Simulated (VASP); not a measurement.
Here is a VASP 6.6.1 calculation.

File INCAR:

```
SYSTEM = Al
  PREC = Accurate
  ENCUT = 600
  EDIFF = 1E-7
  ISMEAR = 0
  SIGMA = 0.05
  LREAL = .False.
  LASPH = .True.
  NELM = 120
  ALGO = Normal
  ISIF = 2
  LWAVE = .False.
  LCHARG = .False.
  GGA = PE
  NBANDS = 20
```

The input KPOINTS:

```
Automatic mesh
0
Gamma
  17 17 17
  0 0 0
```

File POSCAR:

```
Al
1.0
    0.0000000000      2.0248050000      2.0248050000
    2.0248050000      0.0000000000      2.0248050000
    2.0248050000      2.0248050000      0.0000000000
Al
1
Direct
    0.0000000000      0.0000000000      0.0000000000
```

Potentials or basis: VASP PAW PBE potentials, release 64 (Al).

Command:

```sh
$ cat potpaw_PBE.64/Al/POTCAR > POTCAR
$ mpirun -np 1 vasp_std > vasp.out
```

Question: Predict the band gap on the k mesh.

Answer: None (metal or under the smearing width).

Question: What does it give for the pressure?

Answer: -0.6 GPa.
